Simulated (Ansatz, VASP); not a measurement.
Na in VASP and in Ansatz

File INCAR:

```
SYSTEM = Na
PREC     = Accurate       ! precision mode
ENCUT    = 520            ! plane-wave cutoff, eV
EDIFF    = 1E-7           ! SCF threshold, eV
ISMEAR   = -1             ! smearing method
SIGMA    = 0.05           ! smearing width, eV
LREAL    = .FALSE.        ! projectors in reciprocal space
LASPH    = .TRUE.         ! aspherical terms in the spheres
NELM     = 80             ! most SCF steps
ALGO     = Normal         ! electronic algorithm
ISIF     = 2              ! what is computed and relaxed
LWAVE    = .FALSE.        ! write WAVECAR
LCHARG   = .FALSE.        ! write CHGCAR
GGA      = PE             ! functional
NBANDS   = 10             ! bands
```

Contents of KPOINTS:

```
Automatic mesh
0
G
  9 9 9
  0 0 0
```

POSCAR

```
Na
1.0
   -2.1691742836      2.1691742836      2.1691742836
    2.1691742836     -2.1691742836      2.1691742836
    2.1691742836      2.1691742836     -2.1691742836
Na
1
Direct
    0.0000000000      0.0000000000      0.0000000000
```

The input input.yaml:

```yaml
crystal:
  lattice:
    - [-2.1691742836, 2.1691742836, 2.1691742836]
    - [2.1691742836, -2.1691742836, 2.1691742836]
    - [2.1691742836, 2.1691742836, -2.1691742836]
  atoms:
    - { symbol: Na, position: [0.0, 0.0, 0.0] }
hamiltonian:
  xc: pbe
  pseudopotentials: { kind: paw }
kpoints:
  mp_grid: { grid: [9, 9, 9] }
scf:
  occupations: { method: fermi_dirac, width: 0.05 }
output:
  forces: true
  stress: true
  eigenvalues: true
  write_density: true
  write_potential: true
  elf: true
  volumetric_format: npy
```

Change from the starting cell: volume scaled by 1.04.

Alike in both runs: task single point; functional PBE; k mesh 9 × 9 × 9; occupations fermi-dirac, width 0.05 eV; no spin polarisation.

|  | VASP | Ansatz |
| --- | --- | --- |
| version | VASP 6.6.1 | Ansatz 0.2.0 |
| potentials or method | VASP PAW PBE potentials, release 64 (Na_pv) | Ansatz PAW |
| plane-wave cutoff (eV) | 520 | 420 |
| valence electrons in the cell | 7 | 9 |

|  | VASP | Ansatz | Ansatz less VASP |
| --- | --- | --- | --- |
| gap on the k mesh at the Fermi level (eV) | none | none | - |
| pressure (GPa) | -0.7 | -0.7 | +0.01 |

A gap of «none» marks a metal or a gap that the smearing closes. The two sets of potentials don't hold the same shells in valence.
